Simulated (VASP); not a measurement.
**SnTe: single point with PBE**

**Measured values to compare with.**

A printed reference work, textbook reports, for a bulk crystal of SnTe at 300 K: band gap 0.18 eV (direct).

SnTe:

```
Sn Te
1.0
     0.00000    3.20649    3.20649
     3.20649    0.00000    3.20649
     3.20649    3.20649    0.00000
Sn Te
1 1
Direct
  0.00000 0.00000 0.00000
  0.50000 0.50000 0.50000
```

| Item | Value |
| --- | --- |
| Program | VASP 6.6.1 |
| Task | single point |
| Functional | PBE |
| Potentials or basis | VASP PAW PBE potentials, release 64 (Sn_d, Te) |
| Cutoff | 520 eV |
| k mesh | 10 × 10 × 10 |
| Occupations | gaussian, width 0.01 eV |
| Spin | no spin polarisation |
| Dipole correction | no |
| Further INCAR settings | ALGO = Normal; EDIFF = 1e-06; NBANDS = 17 |

```yaml
Pressure: -0.1 GPa
Band_gap_on_the_k_mesh: 0.06 eV
```

Levels at points of the mesh, in eV from the valence-band top:
| k point | band 8 | band 9 | band 10 | band 11 | band 12 | band 13 |
| --- | --- | --- | --- | --- | --- | --- |
| (0.00, 0.00, 0.00) | -1.99 | -1.99 | -1.99 | 3.25 | 3.25 | 3.25 |
| (0.50, 0.00, 0.00) | -1.67 | -1.67 | 0.00 | 0.06 | 0.46 | 0.46 |
| (0.50, 0.50, 0.00) | -5.20 | -3.48 | -3.48 | 2.39 | 4.68 | 4.68 |

It took 33 s on 1 thread of AMD EPYC 9R14 (Zen 4), on a shared host, peak memory 0.2 GiB.

Against the measured gap of SnTe, 0.18 eV (direct; 300 K; a printed reference work, textbook), the calculated 0.06 eV is off by -0.12 eV. Spin-orbit coupling on Sn, Te is left out. The value is that of PBE on a finite k mesh, which can miss the band edges, without temperature or zero-point motion. Semilocal functionals fall short of measured gaps as a rule.

Caveat: spin-orbit coupling is left out, which moves the levels of the heavy elements.
